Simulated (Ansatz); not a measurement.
A run of Ansatz 0.2.0:

The input input.yaml:

```yaml
crystal:
  lattice:
    - [0.0, 1.813001, 1.813001]
    - [1.813001, 0.0, 1.813001]
    - [1.813001, 1.813001, 0.0]
  atoms:
    - { symbol: "N", position: [0.25, 0.25, 0.25] }
    - { symbol: B, position: [0.0, 0.0, 0.0] }
kpoints:
  mp_grid: { grid: [13, 13, 13] }
  band_path:
    path:
      - [0.0, 0.0, 0.0]
      - [0.5, 0.0, 0.5]
      - [0.5, 0.25, 0.75]
      - [0.375, 0.375, 0.75]
      - [0.0, 0.0, 0.0]
      - [0.5, 0.5, 0.5]
      - [0.625, 0.25, 0.625]
      - [0.5, 0.25, 0.75]
    npoints: 10
scf:
  occupations: { method: fermi_dirac, width: 0.05 }
hamiltonian:
  xc: rpbe
  pseudopotentials: { kind: all_electron, lapw: { basis_error: 0.001 } }
output:
  forces: true
  stress: true
  eigenvalues: true
```

Potentials or basis: all-electron LAPW, scalar-relativistic.

Run with:

```sh
$ ansatz run input.yaml --threads 1 --pin off --max-ram 3072MiB --backend cpu --events-out ev --progress --plain --runs-dir out
```

Hardware: 1 thread of Arm Neoverse V2 (shared host).

How long does it take, and how much memory?

It took 10 s on 1 thread of Arm Neoverse V2, on a shared host, peak memory 0.25 GiB. Counts: scf iterations 7, plane waves 259, k points 84, bands 10.
